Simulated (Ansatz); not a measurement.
**ZnSe: band gap under strain**

How does strain move the band edges of zincblende ZnSe, and do the functionals agree on it? States: +2.0 % equal strain in all directions; +3.0 % equal strain in all directions; +4.0 % equal strain in all directions.

Program: Ansatz 0.2.0. PAW datasets, plane waves. The values are computed, spin-unpolarised, and not measurements.

**1. Starting point**

The unstrained cell was relaxed with r2SCAN; in each strained cell the atoms were relaxed again with r2SCAN. Names of k-points are those of the unstrained zone, where strain can split equivalent points. First state: +2.0 % equal strain in all directions.

It is cubic, F-43m (No. 216); conventional cell a = 5.778 Å, 24.11 Å³ an atom. Zn has 4 Se at 2.50 Å; Se has 4 Zn at 2.50 Å.

As a file:

```cif
data_structure
_symmetry_space_group_name_H-M 'F-43m'
_symmetry_Int_Tables_number 216
_cell_length_a 5.7781
_cell_length_b 5.7781
_cell_length_c 5.7781
_cell_angle_alpha 90.000
_cell_angle_beta 90.000
_cell_angle_gamma 90.000
_cell_volume 192.91
loop_
_atom_site_label
_atom_site_type_symbol
_atom_site_symmetry_multiplicity
_atom_site_Wyckoff_symbol
_atom_site_fract_x
_atom_site_fract_y
_atom_site_fract_z
_atom_site_occupancy
Zn1 Zn 4 a 0.00000 0.00000 0.00000 1
Se1 Se 4 d 0.25000 0.25000 0.75000 1
```

From earlier runs on the unstrained cell: PBE 1.29 eV, r2SCAN 1.87 eV, HSE06 2.42 eV, r2SCAN+SOC 1.75 eV, G0W0 2.27 eV (on its mesh); a = 5.665 Å.

**2. +2.0 % equal strain in all directions: PBE**

input.yaml

```yaml
crystal:
  lattice:
    - [0.0, 2.8890690981, 2.8890690981]
    - [2.8890690981, 0.0, 2.8890690981]
    - [2.8890690981, 2.8890690981, 0.0]
  atoms:
    - { symbol: Zn, position: [0.0, 0.0, 0.0] }
    - { symbol: Se, position: [0.25, 0.25, 0.25] }
kpoints:
  mp_grid: { grid: [8, 8, 8] }
  band_path:
    path:
      - [0.0, 0.0, 0.0]
      - [-0.5, -0.5, 0.0]
      - [-0.375, -0.375, 0.25]
      - [-0.375, 0.0, 0.375]
      - [0.0, 0.0, 0.5]
      - [-0.5, -0.25, 0.25]
    npoints: 1
hamiltonian:
  xc: pbe
scf:
  occupations: { method: fermi_dirac, width: 0.02 }
  n_extra_bands: 4
output:
  forces: true
  stress: true
  eigenvalues: true
```

On the command line:

```
> ansatz run input.yaml --threads 2 --pin off --max-ram 20275MiB --backend cpu --events-out ev --progress --plain --runs-dir out
```

The runs that follow: +2.0 % equal strain in all directions: r2SCAN; +2.0 % equal strain in all directions: HSE06; +2.0 % equal strain in all directions: r2SCAN+SOC; +2.0 % equal strain in all directions: r2SCAN; +2.0 % equal strain in all directions: G0W0@PBE; +3.0 % equal strain in all directions: PBE; +3.0 % equal strain in all directions: r2SCAN; +3.0 % equal strain in all directions: HSE06; +3.0 % equal strain in all directions: r2SCAN+SOC; +3.0 % equal strain in all directions: r2SCAN; +3.0 % equal strain in all directions: G0W0@PBE; +4.0 % equal strain in all directions: PBE; +4.0 % equal strain in all directions: r2SCAN; +4.0 % equal strain in all directions: HSE06; +4.0 % equal strain in all directions: r2SCAN+SOC; +4.0 % equal strain in all directions: r2SCAN; +4.0 % equal strain in all directions: G0W0@PBE.

Q: Predict the outcome of this session.

**Answer**, as computed:

Least gap in eV (negative: overlap), with the change from the unstrained cell in brackets. G0W0 is on its own coarse mesh.

```
                                state  volume change (%)           PBE        r2SCAN         HSE06          G0W0
+2.0 % equal strain in all directions               +6.1  1.06 (-0.23)  1.62 (-0.25)  2.16 (-0.26)  1.94 (-0.33)
+3.0 % equal strain in all directions               +9.3  0.95 (-0.34)  1.50 (-0.37)  2.03 (-0.39)  1.78 (-0.49)
+4.0 % equal strain in all directions              +12.5  0.84 (-0.45)  1.38 (-0.49)  1.90 (-0.52)  1.62 (-0.65)
```

**Reading.** The largest move of the HSE06 gap in the table is -0.517 eV, under +4.0 % equal strain in all directions. PBE and HSE06 differ by 1.13 eV on the unstrained gap, and by at most 0.07 eV on its change: the two disagree on the size of the gap but agree on its response to strain. The G0W0 figures hold for the stated bands, cutoff and mesh and aren't extrapolated.
